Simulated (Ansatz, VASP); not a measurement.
# ZnSi53N72 (Zn_Si): VASP beside Ansatz, part 2 of 2

One calculation is typed for both programs; each brings its own data sets. How far apart do they land? Of the first pair: The structure shown is the start of the Ansatz relaxation below; VASP solves that cell, so the two are compared at the walk's first step.

VASP 6.6.1 and Ansatz 0.2.0.

So far: The structure; Ansatz: relaxation, PBEsol; VASP: single point, PBEsol, start cell, pair 1.

### 4. Comparison

Known differences besides the potentials themselves: VASP starts from the moments at which Ansatz ended; fixed occupations in Ansatz, narrow Gaussian smearing in VASP; the cutoff is 420 eV in Ansatz and 520 eV in VASP (PREC = Accurate, projectors in real space); Ansatz makes its cores anew for this functional, VASP keeps those of its PBE data sets. Total energies have different zeros and are not compared.

Forces on 7 of the 126 atoms, those with the largest forces and the largest differences (eV/Å; atoms numbered as in POSCAR):

| atom | Ansatz x, y, z | VASP x, y, z |
| --- | --- | --- |
| Si2 | -0.448, 2.643, 2.441 | -0.457, 2.638, 2.445 |
| Si24 | 0.076, 0.857, 3.593 | 0.070, 0.865, 3.612 |
| N79 | 4.493, -3.999, 0.072 | 4.588, -4.088, 0.070 |
| N82 | 2.713, 2.024, 0.075 | 2.737, 2.046, 0.075 |
| N84 | -6.734, -4.995, -0.600 | -6.840, -5.077, -0.603 |
| N88 | 0.144, 1.075, -4.695 | 0.151, 1.088, -4.768 |
| N112 | 0.557, 1.495, 5.214 | 0.561, 1.527, 5.294 |

The forces differ by 16 meV/Å r.m.s., which is 1.2 % of the r.m.s. force of 1.296 eV/Å (both taken over all components). Moments aren't recorded for both runs of this pair, so they may hold unlike magnetic states. The cell carries a charge of -1 e against a uniform background, so its pressure also hangs on how the neutralising background is counted, and in a defect's cell a gap may be the spacing between its levels.

### 5. Ansatz: relaxation, PBEsol

This run makes the geometry at which the two programs are then compared.

The structure compared here is the end of the Ansatz relaxation.

input.yaml

```yaml
crystal:
  lattice:
    - [11.43668588, 6.60297367, 0.0]
    - [-11.43668588, 6.60297367, 0.0]
    - [0.0, 0.0, 2.91025578]
  atoms:
    - { symbol: Si, position: [0.01950046, 0.80655545, 0.75] }
    - { symbol: Si, position: [0.3528338, 0.47322211, 0.75] }
    - { symbol: Si, position: [0.68616713, 0.13988878, 0.75] }
    - { symbol: Si, position: [0.21294502, 0.01950046, 0.25] }
    - { symbol: Si, position: [0.54627835, 0.68616713, 0.25] }
    - { symbol: Si, position: [0.87961168, 0.3528338, 0.25] }
    - { symbol: Si, position: [0.13988878, 0.45372165, 0.25] }
    - { symbol: Si, position: [0.47322211, 0.12038832, 0.25] }
    - { symbol: Si, position: [0.80655545, 0.78705498, 0.25] }
    - { symbol: Si, position: [0.19344455, 0.21294502, 0.75] }
    - { symbol: Si, position: [0.52677789, 0.87961168, 0.75] }
    - { symbol: Si, position: [0.86011122, 0.54627835, 0.75] }
    - { symbol: Si, position: [0.12038832, 0.6471662, 0.75] }
    - { symbol: Si, position: [0.45372165, 0.31383287, 0.75] }
    - { symbol: Si, position: [0.78705498, 0.98049954, 0.75] }
    - { symbol: Si, position: [0.31383287, 0.86011122, 0.25] }
    - { symbol: Si, position: [0.6471662, 0.52677789, 0.25] }
    - { symbol: Si, position: [0.98049954, 0.19344455, 0.25] }
    - { symbol: "N", position: [0.0, 0.66666667, 0.75] }
    - { symbol: "N", position: [0.33333333, 0.33333333, 0.75] }
    - { symbol: "N", position: [0.66666667, 0.0, 0.75] }
    - { symbol: "N", position: [0.0, 0.33333333, 0.25] }
    - { symbol: "N", position: [0.33333333, 0.0, 0.25] }
    - { symbol: "N", position: [0.66666667, 0.66666667, 0.25] }
    - { symbol: "N", position: [0.21345843, 0.45653274, 0.75] }
    - { symbol: "N", position: [0.54679176, 0.12319941, 0.75] }
    - { symbol: "N", position: [0.8801251, 0.78986608, 0.75] }
    - { symbol: "N", position: [0.09025902, 0.8801251, 0.25] }
    - { symbol: "N", position: [0.42359235, 0.54679176, 0.25] }
    - { symbol: "N", position: [0.75692569, 0.21345843, 0.25] }
    - { symbol: "N", position: [0.12319941, 0.57640765, 0.25] }
    - { symbol: "N", position: [0.45653274, 0.24307431, 0.25] }
    - { symbol: "N", position: [0.78986608, 0.90974098, 0.25] }
    - { symbol: "N", position: [0.21013392, 0.09025902, 0.75] }
    - { symbol: "N", position: [0.54346726, 0.75692569, 0.75] }
    - { symbol: "N", position: [0.87680059, 0.42359235, 0.75] }
    - { symbol: "N", position: [0.1198749, 0.21013392, 0.25] }
    - { symbol: "N", position: [0.45320824, 0.87680059, 0.25] }
    - { symbol: "N", position: [0.78654157, 0.54346726, 0.25] }
    - { symbol: "N", position: [0.24307431, 0.78654157, 0.75] }
    - { symbol: "N", position: [0.57640765, 0.45320824, 0.75] }
    - { symbol: "N", position: [0.90974098, 0.1198749, 0.75] }
  supercell: [1, 1, 3]
  defects: [{ substitution: { at: 43, symbol: Zn } }]
total_charge: -1
basis:
  ecutwfc: 420
  xc_grid: 2
hamiltonian:
  xc: pbesol
  pseudopotentials: { kind: paw, azcp: { folder: soft_1 }, xc_functional: pbe }
kpoints:
  mp_grid: { grid: [1, 1, 1], shift: [0.25, 0.25, 0.25] }
magnetization:
  spin_polarized: true
  initial_magnetization: 1
  spin_locking: { lock_magnetization: hard }
scf:
  occupations: { method: fixed }
  max_iter: 100
output:
  forces: true
  charged_corrections: { epsilon: [4.29, 4.29, 4.37], static_epsilon: [8.29, 8.29, 8.25] }
relax:
  f_tol: 0.02
  max_steps: 80
  random_displacement: { amplitude: 0.05, seed: 6180 }
checkpoint:
  write: "../qm1_M1.relax.run"
  compress: false
  write_wavefunctions: true
  write_every: 100000
```

On the command line:

```sh
> ansatz run input.yaml --threads 4 --pin off --max-ram 15073MiB --backend cpu --events-out ev --progress --plain --runs-dir out
```

Numbers of over 12 decimals in the logs are rounded to 6 here.

What it wrote:

```text
[...]
Crystal: 126 atoms, lattice volume = 1318.628 Å³
Basis set: ecut = 420 eV, 25805 PW (Γ), exchange–correlation on 180×180×120 points (8 copies of the dense FFT grid, shifted against one another)
Bands: 419, of which v1, the nominal top of the filled ones, is band 293 counted from 1 (292 counted from 0)
Symmetry: 1 space group operations
k-points: 1
[...]
Starting moments: Σ|m| = 1 μB on 126 of 126 sites
[...]
- { symbol: Si, position: [0.473243, 0.119224, 0.416148] }
    - { symbol: Si, position: [0.808982, 0.789190, 0.416985] }
[...]
- { symbol: Si, position: [0.787489, 0.981081, 0.916977] }
    - { symbol: Si, position: [0.314407, 0.859313, 0.750033] }
    - { symbol: Si, position: [0.646834, 0.528422, 0.749784] }
    - { symbol: Si, position: [0.980215, 0.194228, 0.750483] }
[...]
- { symbol: N, position: [0.786833, 0.544738, 0.750023] }
    - { symbol: N, position: [0.243552, 0.786523, 0.917062] }
    - { symbol: N, position: [0.578090, 0.453221, 0.916932] }
    - { symbol: N, position: [0.909849, 0.120395, 0.917240] }
```

### 6. VASP: single point, PBEsol, relaxed cell, pair 2

The same cell, functional and mesh now go to VASP, with its own data sets.

INCAR

```
SYSTEM = ZnSi53N72
PREC = Accurate
ENCUT = 520
EDIFF = 1E-06
NELM = 200
ISMEAR = 0
SIGMA = 0.01
LREAL = Auto
ALGO = Normal
GGA = PS
NELECT = 585
NBANDS = 384
ISPIN = 2
MAGMOM = -0 0 0 -0 -0 -0 -0 -0 -0 -0 0 -0 -0 0 0 -0 -0 -0 0 0 0 -0 0 0 -0 0 0 0 -0 -0 -0 0 -0 -0 -0 -0 0 0 0 -0 0 0 -0 0 -0 0 -0 -0 0 0 -0 -0 0 0 0.07 0 0.01 0 0 0 0 0 0 0.01 0 0 0 0 0 0 0 0 0 0 0 0 0 0 0.21 0 0.01 0 0.01 0.05 0 0 0 0.04 0 0 0.01 0 0 0.01 0 0.01 0 0 0 0 0 0 0.06 0 0.01 0 0.01 0 0 0 0 0.04 0 0 0.01 0 0 0 0 0.01 0 0 0 0 0 0.04
LORBIT = 11
LWAVE = .FALSE.
LCHARG = .FALSE.
ISIF = 2
ISYM = 0
NUPDOWN = 1
LASPH = .TRUE.
GGA_COMPAT = .FALSE.
NCORE = 4
```

POSCAR

```
ZnSi53N72
1.0
   11.4366858800      6.6029736700      0.0000000000
  -11.4366858800      6.6029736700      0.0000000000
    0.0000000000      0.0000000000      8.7307673400
Si N Zn
53 72 1
Direct
    0.0196421390      0.8064110936      0.2491871848
    0.3535485527      0.4766923290      0.2509515353
[... 7 atom lines left out ...]
    0.1935255526      0.2131344025      0.2509039169
[... 3 atom lines left out ...]
    0.4549333988      0.3148202053      0.2505958043
[... 7 atom lines left out ...]
    0.5488411803      0.6883587113      0.4139508061
[... 1 atom line left out ...]
    0.1377476678      0.4533464644      0.4176121791
[... 2 atom lines left out ...]
    0.1911574891      0.2081337239      0.5833663902
    0.5276341924      0.8789941300      0.5833126501
[... 1 atom line left out ...]
    0.1200716663      0.6461216732      0.5833581732
    0.4562326493      0.3124712282      0.5834603578
[... 2 atom lines left out ...]
    0.6467963109      0.5284047733      0.4169692098
    0.9802101977      0.1942277862      0.4162795618
[... 1 atom line left out ...]
    0.3535605514      0.4766103496      0.9157396399
[... 2 atom lines left out ...]
    0.5487949029      0.6883238249      0.7525828075
[... 1 atom line left out ...]
    0.1377773298      0.4533029012      0.7490019522
[... 2 atom lines left out ...]
    0.1935390188      0.2131598498      0.9158938246
[... 3 atom lines left out ...]
    0.4549231876      0.3148067120      0.9162874561
[... 2 atom lines left out ...]
    0.6468339712      0.5284217884      0.7497844147
    0.9802150012      0.1942276240      0.7504833658
[... 1 atom line left out ...]
    0.3337923309      0.3341096468      0.2516217873
[... 4 atom lines left out ...]
    0.2116522836      0.4552208197      0.2503444238
[... 3 atom lines left out ...]
    0.4223959236      0.5477384609      0.0833378745
[... 5 atom lines left out ...]
    0.5505588828      0.7631968189      0.2477474964
[... 5 atom lines left out ...]
    0.5781252321      0.4531784746      0.2498221846
[... 2 atom lines left out ...]
    0.3315227547      0.3196576806      0.5832927940
[... 1 atom line left out ...]
    0.9969521279      0.3323584941      0.4121622026
[... 1 atom line left out ...]
    0.6703949582      0.6695056921      0.4174507093
    0.2005160527      0.4520162786      0.5832642979
[... 3 atom lines left out ...]
    0.4332600632      0.5537296050      0.4000946535
[... 1 atom line left out ...]
    0.1208611755      0.5765477062      0.4149464403
    0.4598139371      0.2431557382      0.4153024854
[... 1 atom line left out ...]
    0.2034089986      0.0826674849      0.5833712041
    0.5468822612      0.7587844856      0.5832536332
[... 1 atom line left out ...]
    0.1183266809      0.2078970887      0.4166281444
[... 3 atom lines left out ...]
    0.5778602768      0.4527630325      0.5833835038
[... 2 atom lines left out ...]
    0.3337785633      0.3340608457      0.9152840438
[... 1 atom line left out ...]
    0.9969421113      0.3323369057      0.7544652563
[... 1 atom line left out ...]
    0.6703462652      0.6694911288      0.7492178242
    0.2116140514      0.4551025435      0.9163217221
[... 3 atom lines left out ...]
    0.4330799135      0.5538271199      0.7665841649
[... 1 atom line left out ...]
    0.1208548847      0.5764929808      0.7517172338
    0.4599192698      0.2432089492      0.7515901267
[... 2 atom lines left out ...]
    0.5506623852      0.7632301218      0.9188269210
[... 1 atom line left out ...]
    0.1183760377      0.2079663661      0.7501372256
[... 3 atom lines left out ...]
    0.5780896648      0.4532213740      0.9169316865
[... 1 atom line left out ...]
    0.3566322895      0.4761570757      0.5833069219
```

KPOINTS

```
Points of the shifted mesh
1
Reciprocal
 0.2500000000  0.2500000000  0.2500000000 1
```

The projector-augmented-wave data sets are Si, N and Zn (PBE family, release 64).

On the command line:

```sh
> mpirun -np 16 vasp_std
```

What it wrote:

```text
[banner, memory and clock lines left out]
running   16 mpi-ranks, on    1 nodes
[...]
[... a notice as in an earlier step ...]

 LDA part: xc-table for (Slater+PW92), standard interpolation
 POSCAR, INCAR and KPOINTS ok, starting setup
[...]
entering main loop
       N       E                     dE             d eps       ncg     rms          rms(c)
DAV:   1     0.310757491650E+04    0.31076E+04   -0.28542E+05  1544   0.143E+03
DAV:   2    -0.841239125915E+03   -0.39488E+04   -0.37594E+04  1840   0.319E+02
DAV:   3    -0.119870617054E+04   -0.35747E+03   -0.35300E+03  1832   0.102E+02
DAV:   4    -0.121041764336E+04   -0.11711E+02   -0.11643E+02  1888   0.207E+01
DAV:   5    -0.121082237038E+04   -0.40473E+00   -0.40426E+00  2072   0.354E+00BRMIX: very serious problems
 the old and the new charge density differ
 old charge density:   584.00000 new  585.00000
    0.879E+01
DAV:   6    -0.106801682401E+04    0.14281E+03   -0.52188E+02  2128   0.562E+01    0.424E+01
DAV:   7    -0.106685343129E+04    0.11634E+01   -0.70481E+01  2248   0.322E+01    0.219E+01
DAV:   8    -0.106658150798E+04    0.27192E+00   -0.14358E+01  2144   0.894E+00    0.124E+01
DAV:   9    -0.106651910534E+04    0.62403E-01   -0.18368E+00  2184   0.426E+00    0.413E+00
[...]
DAV:  21    -0.106649543031E+04    0.12641E-05   -0.34786E-05  1664   0.898E-03    0.254E-02
DAV:  22    -0.106649543159E+04   -0.12742E-05   -0.22924E-05  1872   0.731E-03    0.390E-03
DAV:  23    -0.106649543206E+04   -0.47409E-06   -0.11842E-06  1168   0.381E-03
   1 F= -.10664954E+04 E0= -.10664954E+04  d E =-.278272E-06  mag=     1.0000
```

From OUTCAR (step 6):

```text
 magnetization (x)
# of ion       s       p       d       tot
------------------------------------------
    1       -0.000  -0.000   0.000  -0.000
    2       -0.001  -0.001   0.000  -0.002
    3        0.000   0.000   0.000   0.000
    4       -0.000  -0.000   0.000  -0.000
    5       -0.000  -0.000   0.000  -0.000
    6       -0.000  -0.000   0.000  -0.000
[...]
124        0.000   0.004   0.000   0.004
  125        0.000   0.001   0.000   0.001
  126       -0.003  -0.000   0.039   0.036
--------------------------------------------------
tot          0.008   0.655   0.039   0.702
```

The run ends at a pressure of 2.99 GPa, with forces up to 0.035 eV/Å.

### 7. Side by side

What differs besides the data sets and the points named for the pairs above, as far as they apply: site moments are counted in spheres of each program's own size. Total energies have different zeros and are not compared.

The two programs side by side:

| quantity | Ansatz | VASP | difference |
| --- | --- | --- | --- |
| total moment, fixed by the input (μB) | 1.00 | 1.00 | 0.00 |
| moment on N79 (μB) | 0.21 | 0.23 | -0.02 |
| moment on N55 (μB) | 0.07 | 0.07 | 0.00 |
| moment on N103 (μB) | 0.06 | 0.07 | 0.00 |
| moment on N84 (μB) | 0.05 | 0.06 | -0.01 |

At this near-relaxed geometry the largest component of a force difference is 27 meV/Å. The cell carries a charge of -1 e against a uniform background, so its pressure also hangs on how the neutralising background is counted, and in a defect's cell a gap may be the spacing between its levels.

### 8. Outcome

* r.m.s. force difference (single point, PBEsol, start cell, pair 1): 1.2 % of the r.m.s. force
* difference in moment on N79 (single point, PBEsol, relaxed cell, pair 2): -0.015 μB

The r.m.s. force difference is 1.2 % of the r.m.s. force (single point, PBEsol, start cell, pair 1), within the 3 % picked in this series as the mark of a large difference. How closely two codes agree says nothing of how well the functional describes the real material.

[Lines on the potential files, build, host, timing and source positions are cut from VASP's logs without a mark.]

[Logs are printed without paths, hosts, clocks, repeated set-up lines and the standing remarks that a program may print on its own settings, such as how far it seeks lower states.]

[Hosts, paths, dates, database ids (printed as entryN), source tags and the programs' standing remarks are cut or masked in the printed files.]
